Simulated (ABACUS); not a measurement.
Wanted: the native input for an ABACUS 3.10.1 run.

```
Task                                          : single point
Functional                                    : LDA
Potentials or basis                           : PseudoDojo NC SR 0.4.1 LDA stringent
Cutoff                                        : 1361 eV
Density cutoff                                : 5442 eV
Basis                                         : DZP LCAO (the cutoffs set its grid)
k mesh                                        : 10 × 10 × 10
Occupations                                   : fermi-dirac, width 0.05 eV
Spin                                          : no spin polarisation
Orbital files                                 : Li Li_confined-atom_8au_3s1p.orb
Radial cutoff of the potentials (pseudo_rcut) : 10 bohr
SCF threshold on the density                  : 1e-07
Max SCF steps                                 : 100
Eigensolver                                   : genelpa
Mixing                                        : broyden
Mixing share                                  : 0.7
Symmetry key                                  : 1
Bands                                         : 6
```

Crystal: Li.

```
Li
1.0
    -1.75465    1.75465    1.75465
     1.75465   -1.75465    1.75465
     1.75465    1.75465   -1.75465
Li
1
Direct
  0.00000 0.00000 0.00000
```

The input as run:

INPUT

```
INPUT_PARAMETERS
suffix              Li
calculation         scf
basis_type          lcao
pseudo_dir          ./
orbital_dir         ./
symmetry            1
dft_functional      pz
ecutwfc             100
pseudo_rcut         10
nspin               1
nbands              6
ks_solver           genelpa
smearing_method     fd
smearing_sigma      0.00367493
scf_thr             1e-07
scf_nmax            100
mixing_type         broyden
mixing_beta         0.7
cal_force           1
cal_stress          1
out_mul             1
out_chg             1
```

STRU

```
ATOMIC_SPECIES
Li 6.9400 Li.upf

NUMERICAL_ORBITAL
Li_confined-atom_8au_3s1p.orb

LATTICE_CONSTANT
1.8897261246

LATTICE_VECTORS
-1.7546500000 1.7546500000 1.7546500000
1.7546500000 -1.7546500000 1.7546500000
1.7546500000 1.7546500000 -1.7546500000

ATOMIC_POSITIONS
Direct

Li
0.0
1
0.0000000000 0.0000000000 0.0000000000 1 1 1
```

KPT

```
K_POINTS
0
Gamma
10 10 10 0 0 0
```

Potentials or basis: PseudoDojo NC SR 0.4.1 LDA stringent, DZP LCAO (the cutoffs set its grid).

The run is started by

```console
$ OMP_NUM_THREADS=1 mpirun -np 4 abacus > log
```

It gave:

```
Pressure               : -1.4 GPa
Band gap on the k mesh : none (metal or under the smearing width)
```

Caveat: the atomic orbitals were generated for these runs and aren't a published set; the basis of atomic orbitals isn't converged, which shifts pressures, moduli and gaps.

Wall time 1.8 s on 4 MPI ranks on Intel(R) Xeon(R) Platinum 8259CL CPU @ 2.50GHz (Skylake/Cascade Lake), on a shared host, peak memory 0.36 GiB a rank.
